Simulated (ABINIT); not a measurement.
Here is an ABINIT 10.8.3 (patched build) calculation.

run.abi

```
# Pseudopotentials
pp_dirpath "./"
pseudos "Ti.upf, Si.upf"

# Structure
acell 3*1.0 Angstrom
rprim
    -1.4432185900     1.6967691400     4.1315780500
     1.4432185900    -1.6967691400     4.1315780500
     1.4432185900     1.6967691400    -4.1315780500
ntypat 2
znucl 22 14
natom 3
typat 1 2 2
xred
     0.0000000000     0.0000000000     0.0000000000
     0.6685666000     0.6685666000     0.0000000000
     0.3314334000     0.3314334000     0.0000000000
chkprim 0
chksymtnons 0
tolsym 1.0e-6

# Plane-wave basis
ecut 42.0

# k points
kptopt 1
ngkpt 9 9 9
nshiftk 1
shiftk 0.0 0.0 0.0

# Exchange and correlation
ixc 7

# Bands and occupations
nband 14
occopt 3
tsmear 0.05 eV

# SCF cycle
nstep 100
tolvrs 1.0e-10

# Output
iomode 3
prtwf 0
prteig 0
prtebands 0
prtden 1
prtvha 1
prtvclmb 1
prtpot 1
prtelf 1
```

Potentials or basis: PseudoDojo NC SR LDA v0.4 stringent.

Command:

```console
$ mpirun --bind-to none -np 4 abinit run.abi > log 2>&1
```

(1) Predict the pressure.

(2) Predict the band gap on the k mesh.

Answers

(1) 0.0 GPa.

(2) none (metal or under the smearing width).
